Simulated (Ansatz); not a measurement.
**HfB3: one candidate of a structure search**

Where does this trial cell of HfB3 go when cell and atoms are let free?

Computed with Ansatz 0.2.0 (DFT PBE, scalar-relativistic, plane waves, PAW, unless a step's input says otherwise).

## 1. The system as given

It takes space group Pm-3n (No. 223, cubic). The conventional cell has a = 4.348 Å, b = 4.348 Å, c = 4.348 Å, α = 90.00°, β = 90.00°, γ = 90.00°. Hf (site symmetry m-3) is surrounded by 12 B at 2.43 Å. Around B (site symmetry -4m2) lie 2 B at 2.17 Å and 4 Hf at 2.43 Å.

Structure file:

```
Hf B
1.0
     4.34751    0.00000    0.00000
     0.00000    4.34751    0.00000
     0.00000    0.00000    4.34751
Hf B
2 6
Direct
  0.00000 0.00000 0.00000
  0.50000 0.50000 0.50000
  0.25000 0.00000 0.50000
  0.75000 0.00000 0.50000
  0.00000 0.50000 0.25000
  0.00000 0.50000 0.75000
  0.50000 0.75000 0.00000
  0.50000 0.25000 0.00000
```

Recipe of the guess: species swapped into a database cell of AlV3 (Pm-3n, No. 223), with Hf on the Al sites and B on the V sites. The dimensions are guesses.

## 2. A first look at the guess

Input file input.yaml:

```yaml
crystal:
  lattice:
    - [4.34750857, 0.0, 0.0]
    - [0.0, 4.34750857, 0.0]
    - [0.0, 0.0, 4.34750857]
  atoms:
    - { symbol: Hf, position: [0.0, 0.0, 0.0] }
    - { symbol: Hf, position: [0.5, 0.5, 0.5] }
    - { symbol: B, position: [0.25, 0.0, 0.5] }
    - { symbol: B, position: [0.75, 0.0, 0.5] }
    - { symbol: B, position: [0.0, 0.5, 0.25] }
    - { symbol: B, position: [0.0, 0.5, 0.75] }
    - { symbol: B, position: [0.5, 0.75, 0.0] }
    - { symbol: B, position: [0.5, 0.25, 0.0] }
basis:
  ecutwfc: 420
kpoints:
  mp_grid: { grid: [4, 4, 4] }
hamiltonian:
  xc: pbe
scf:
  occupations: { method: gaussian, width: 0.1 }
  lower_state_search: "off"
output:
  forces: true
  stress: true
  eigenvalues: true
```

Launch:

```bash
$ ansatz run input.yaml --threads 1 --pin off --max-ram 2560MiB --backend cpu --events-out ev --progress --plain --runs-dir out
```

What it wrote (excerpt; [...] marks lines left out):

```text
Warning: RAYON_NUM_THREADS=1 ignored (pool sized by the plan → 1); use --threads N
[...]
Pseudopotentials: kind: paw
Pseudopotential: Hf, paw, valence charge 26, recommended cutoff 420 eV (normal), Hf.paw.azcp
Pseudopotential: B, paw, valence charge 3, recommended cutoff 420 eV (normal), B.paw.azcp
Functional definition: PBE
[...]
Crystal: 8 atoms, lattice volume = 82.172 Å³
Basis set: ecut = 420 eV, 1575 PW (Γ), exchange–correlation on 60×60×60 points (8 copies of the dense FFT grid, shifted against one another)
Bands: 43, of which v1, the nominal top of the filled ones, is band 35 counted from 1 (34 counted from 0)
Symmetry: 48 space group operations
Space group: Pm-3n (ITA 223), of the structure as read, at distance tolerance 4.3e-5 Å
k-points: 10 of 64
[...]
SCF iter   1: F=—  HF=-32371.425573 eV  |F-HF|=—  |Δ(HF+E_count)|=         —  Δρ=7.10e-3  dr2=3.53e-2  ethr=1.77e-3  ⟨swp⟩=4.5  Hψ=1355  notcnv=0  defer=3
[...]
SCF iter   7: F=-32371.423140 eV  HF=-32371.423140 eV  |F-HF|=1.60e-9  |Δ(HF+E_count)|=   3.53e-8  Δρ=2.83e-6  dr2=6.03e-9  ethr=1.43e-10  ⟨swp⟩=6.6  Hψ=1462  notcnv=0
[...]
SCF converged after 7 iterations
Free energy (F): -32371.423140 eV
[...]
E sigma→0 (E₀):  -32371.414403 eV
Entropy (-TS):   -0.017474 eV (-2.184 meV/atom)
Fermi energy:    15.472969 eV
[...]
--- Forces (eV/Å), atoms counted from 1 ---
  atom   1  Hf     0.00000000    -0.00000000     0.00000000
  atom   2  Hf     0.00000000    -0.00000000    -0.00000000
  atom   3  B      0.00000000     0.00000000     0.00000000
  atom   4  B      0.00000000    -0.00000000     0.00000000
  atom   5  B      0.00000000     0.00000000    -0.00000000
  atom   6  B      0.00000000     0.00000000    -0.00000000
  atom   7  B     -0.00000000     0.00000000     0.00000000
  atom   8  B      0.00000000     0.00000000     0.00000000
[...]
--- Stress (GPa, compression-positive) ---
       -0.046530      -0.000000       0.000000
       -0.000000      -0.046530       0.000000
        0.000000       0.000000      -0.046530
  P = ⅓ Tr σ = -0.0465 GPa (-0.465 kbar)
--- Band table (eV; the first three rows and the last of 10) ---
[...]
```

Wall time 2.1 s (1 thread of Intel Xeon at 2.70GHz, shared host); peak memory 0.37 GiB.

Read-out: pressure 0.0 GPa, largest force 0.00 eV/Å, gap on this mesh none (metal). The relaxation goes to the converged mesh at once.

## 3. Final relaxation

Changes to input.yaml since step 2:

```diff
@@ -17,3 +17,3 @@
 kpoints:
-  mp_grid: { grid: [4, 4, 4] }
+  mp_grid: { grid: [10, 10, 10] }
 hamiltonian:
@@ -22,3 +22,2 @@
   occupations: { method: gaussian, width: 0.1 }
-  lower_state_search: "off"
 output:
@@ -27 +26,10 @@
   eigenvalues: true
+  write_density: true
+  write_potential: true
+  elf: true
+  volumetric_format: npy
+relax:
+  adjacent_minimum: "off"
+  f_tol: 0.01
+  max_steps: 80
+  cell: { stress_tol: 0.05 }
```

Launch:

```bash
$ ansatz run input.yaml --threads 1 --pin off --max-ram 2560MiB --backend cpu --events-out ev --progress --plain --runs-dir out
```

What it wrote (excerpt; [...] marks lines left out):

```text
Warning: RAYON_NUM_THREADS=1 ignored (pool sized by the plan → 1); use --threads N
[...]
Pseudopotentials: kind: paw
Pseudopotential: Hf, paw, valence charge 26, recommended cutoff 420 eV (normal), Hf.paw.azcp
Pseudopotential: B, paw, valence charge 3, recommended cutoff 420 eV (normal), B.paw.azcp
Functional definition: PBE
[...]
Crystal: 8 atoms, lattice volume = 82.172 Å³
Basis set: ecut = 420 eV, 1575 PW (Γ), exchange–correlation on 60×60×60 points (8 copies of the dense FFT grid, shifted against one another)
Bands: 43, of which v1, the nominal top of the filled ones, is band 35 counted from 1 (34 counted from 0)
Symmetry: 48 space group operations
Space group: Pm-3n (ITA 223), of the structure as read, at distance tolerance 4.3e-5 Å
k-points: 56 of 1000
[...]
SCF iter   1: F=—  HF=-32371.327509 eV  |F-HF|=—  |Δ(HF+E_count)|=         —  Δρ=5.82e-3  dr2=2.11e-2  ethr=1.77e-3  ⟨swp⟩=5.0  Hψ=7684  notcnv=0  defer=13
[...]
--- Stress (GPa, compression-positive) ---
        0.048905       0.000000       0.000000
        0.000000       0.048905       0.000000
        0.000000       0.000000       0.048905
  P = ⅓ Tr σ = 0.0489 GPa (0.489 kbar)
--- Band table (eV; the first three rows and the last of 56) ---
[...]
--- Relaxed structure (1 steps of the walk, 1 accepted, 1 SCFs on fresh bases) ---
  F+E_penalty+E_count = -32371.32831610 eV   max|allowed force component| = 1.853e-16 eV/Å   (the final SCF, on the basis selected at the relaxed cell)
  cell:  # Å, volume = 82.1715 Å³
    - [4.34750857, 0.0, 0.0]
    - [0.0, 4.34750857, 0.0]
    - [0.0, 0.0, 4.34750857]
  atoms:
    - { symbol: Hf, position: [0.0, 0.0, 0.0] }
    - { symbol: Hf, position: [0.5, 0.5, 0.5] }
    - { symbol: B, position: [0.25, 0.0, 0.5] }
    - { symbol: B, position: [0.7500000000000001, 0.0, 0.5] }
    - { symbol: B, position: [0.0, 0.5, 0.25] }
    - { symbol: B, position: [0.0, 0.5, 0.7500000000000001] }
    - { symbol: B, position: [0.5, 0.7500000000000001, 0.0] }
    - { symbol: B, position: [0.5, 0.25, 0.0] }
```

Run time: 22 s. Hardware: 1 thread of Intel Xeon at 2.70GHz, shared host; peak memory 0.48 GiB.

Step by step:

| step | energy from step 1 (eV/cell) | largest force component (eV/Å) | pressure (GPa) | volume (Å³) |
| --- | --- | --- | --- | --- |
| 1 | 0.0000 | 0.0000 | 0.05 | 82.17 |
| 2 | 0.0000 | 0.0000 | 0.05 | 82.17 |

Step 1 is the start. Step 2 repeats the geometry before it on a plane-wave basis chosen anew for that cell, so its energy need not be comparable with the rows above.

|  | before | after | change |
| --- | --- | --- | --- |
| a (Å) | 4.348 | 4.348 | 0.0 % |
| b (Å) | 4.348 | 4.348 | 0.0 % |
| c (Å) | 4.348 | 4.348 | 0.0 % |
| volume (Å³/atom) | 10.27 | 10.27 | 0.0 % |
| shortest distance (Å) | 2.174 | 2.174 | 0.0 % |
| space group (0.01 Å) | Pm-3n | Pm-3n | same |

The run keeps the 48 symmetry operations of the start, so it could not have lowered the symmetry.

Density in a lattice plane of the grid's cell (edges 4.35 and 4.35 Å, at 0.000 of the third edge), which holds Hf and B.

Ten even steps from ' ' (0.16 e/Å³) to '@' (35.47 e/Å³):
```
%%**==::                                  ::==**
==--::..                                  ..::--
....                                          ..
                                                
                                                
                                                
                                                
                                                
                                                
                                                
                                                
                                                
                                                
                                                
                                                
                                                
....                                          ..
==--::..                                  ..::--
%%**==::                                  ::==**
@@%%++::..                              ..::++%%
```
Columns run along the first of these edges and rows up along the second, over one cell in 24 and 20 even steps from the bottom left corner. Atoms in the plane (fractional): Hf at (0.00, 0.00), B at (0.25, 0.50), B at (0.75, 0.50).

ELF in the same plane.

Values, 12 rows by 12 columns:
```
0.84 0.82 0.53 0.19 0.38 0.58 0.63 0.58 0.38 0.19 0.53 0.82
0.67 0.53 0.22 0.16 0.25 0.28 0.27 0.28 0.25 0.16 0.22 0.53
0.25 0.23 0.30 0.40 0.33 0.17 0.11 0.17 0.33 0.40 0.30 0.23
0.45 0.56 0.68 0.64 0.55 0.38 0.27 0.38 0.55 0.64 0.68 0.56
0.72 0.76 0.51 0.21 0.41 0.67 0.63 0.67 0.41 0.21 0.51 0.76
0.78 0.76 0.23 0.01 0.23 0.76 0.78 0.76 0.23 0.01 0.23 0.76
0.72 0.76 0.51 0.21 0.41 0.67 0.63 0.67 0.41 0.21 0.51 0.76
0.45 0.56 0.68 0.64 0.55 0.38 0.27 0.38 0.55 0.64 0.68 0.56
0.25 0.23 0.30 0.40 0.33 0.17 0.11 0.17 0.33 0.40 0.30 0.23
0.67 0.53 0.22 0.16 0.25 0.28 0.27 0.28 0.25 0.16 0.22 0.53
0.84 0.82 0.53 0.19 0.38 0.58 0.63 0.58 0.38 0.19 0.53 0.82
0.75 0.84 0.67 0.25 0.45 0.72 0.78 0.72 0.45 0.25 0.67 0.84
```
Columns run along the first of these edges and rows up along the second, over one cell in 12 and 12 even steps from the bottom left corner. Atoms in the plane (fractional): Hf at (0.00, 0.00), B at (0.25, 0.50), B at (0.75, 0.50).

Both are smooth fields of the valence electrons: close to the nuclei they are not physical.

Outside the cores ELF peaks at 0.78 on the B–B line, 0.9 Å from B; 0.72 in the shell around B, 0.8 Å from B.

## 4. Variant: mp_grid.shift [0.5, 0.5, 0.5], dispersion d4

Changes to input.yaml since step 3:

```diff
@@ -17,5 +17,6 @@
 kpoints:
-  mp_grid: { grid: [10, 10, 10] }
+  mp_grid: { grid: [10, 10, 10], shift: [0.5, 0.5, 0.5] }
 hamiltonian:
   xc: pbe
+  dispersion: d4
 scf:
@@ -24,12 +25,3 @@
   forces: true
+  eigenvalues: true
   stress: true
-  eigenvalues: true
-  write_density: true
-  write_potential: true
-  elf: true
-  volumetric_format: npy
-relax:
-  adjacent_minimum: "off"
-  f_tol: 0.01
-  max_steps: 80
-  cell: { stress_tol: 0.05 }
```

Launch:

```bash
$ ansatz run input.yaml --threads 1 --pin off --max-ram 2560MiB --backend cpu --events-out ev --progress --plain --runs-dir out
```

What it wrote (excerpt; [...] marks lines left out):

```text
Warning: RAYON_NUM_THREADS=1 ignored (pool sized by the plan → 1); use --threads N
[...]
Pseudopotentials: kind: paw
Pseudopotential: Hf, paw, valence charge 26, recommended cutoff 420 eV (normal), Hf.paw.azcp
Pseudopotential: B, paw, valence charge 3, recommended cutoff 420 eV (normal), B.paw.azcp
Functional definition: PBE
[...]
Crystal: 8 atoms, lattice volume = 82.172 Å³
Basis set: ecut = 420 eV, 1575 PW (Γ), exchange–correlation on 60×60×60 points (8 copies of the dense FFT grid, shifted against one another)
Bands: 43, of which v1, the nominal top of the filled ones, is band 35 counted from 1 (34 counted from 0)
Symmetry: 48 space group operations
Space group: Pm-3n (ITA 223), of the structure as read, at distance tolerance 4.3e-5 Å
k-points: 35 of 1000
[...]
SCF iter   1: F=—  HF=-32373.404214 eV  |F-HF|=—  |Δ(HF+E_count)|=         —  Δρ=5.71e-3  dr2=2.16e-2  ethr=1.77e-3  ⟨swp⟩=5.1  Hψ=4834  notcnv=0  defer=3
[...]
SCF converged after 7 iterations
Free energy (F): -32373.404560 eV
[...]
E sigma→0 (E₀):  -32373.394900 eV
Entropy (-TS):   -0.019320 eV (-2.415 meV/atom)
Fermi energy:    15.555563 eV
[...]
--- Forces (eV/Å), atoms counted from 1 ---
  atom   1  Hf     0.00000000    -0.00000000     0.00000000
  atom   2  Hf     0.00000000     0.00000000     0.00000000
  atom   3  B      0.00000000     0.00000000     0.00000000
  atom   4  B      0.00000000     0.00000000    -0.00000000
  atom   5  B      0.00000000     0.00000000     0.00000000
  atom   6  B     -0.00000000     0.00000000     0.00000000
  atom   7  B      0.00000000    -0.00000000     0.00000000
  atom   8  B      0.00000000     0.00000000    -0.00000000
[...]
--- Stress (GPa, compression-positive) ---
       -4.169927      -0.000000       0.000000
       -0.000000      -4.169927       0.000000
        0.000000       0.000000      -4.169927
  P = ⅓ Tr σ = -4.1699 GPa (-41.699 kbar)
--- Band table (eV; the first three rows and the last of 35) ---
[...]
```

Run time: 7.2 s. Hardware: 1 thread of Intel Xeon at 2.70GHz, shared host; peak memory 0.42 GiB.

```
    run     ending                                     energy change  pressure (GPa)  gap (eV)  force (eV/Å)  cycles   time
 step 3  converged                                                 0             0.0      0.00          0.00       -   22 s
variant  converged  -259.5 meV/atom (offset of the dispersion model)            -4.2      0.00          0.00       7  7.2 s
```

Changing the k-point mesh and dispersion term moves the energy by -259.5 meV/atom, and the pressure goes from 0.0 to -4.2 GPa.

## 5. Outcome

| quantity | value |
| --- | --- |
| symmetry at the end (tolerance 0.05 Å) | space group Pm-3n (No. 223) |
| conventional cell | a = 4.348 Å, b = 4.348 Å, c = 4.348 Å, α = 90.00°, β = 90.00°, γ = 90.00° |
| volume | 10.27 Å³/atom |
| energy over the elements | +0.86 eV/atom |
| gap on the mesh | none (metal) |

**Reading.** The space group Pm-3n (No. 223) is kept, at nearly the size of the first guess. The formation energy is positive, so the separate elements lie lower. No finished test with a distortion of lower symmetry is shown, so the end may be a saddle point. Spin-orbit coupling is left out for Hf.
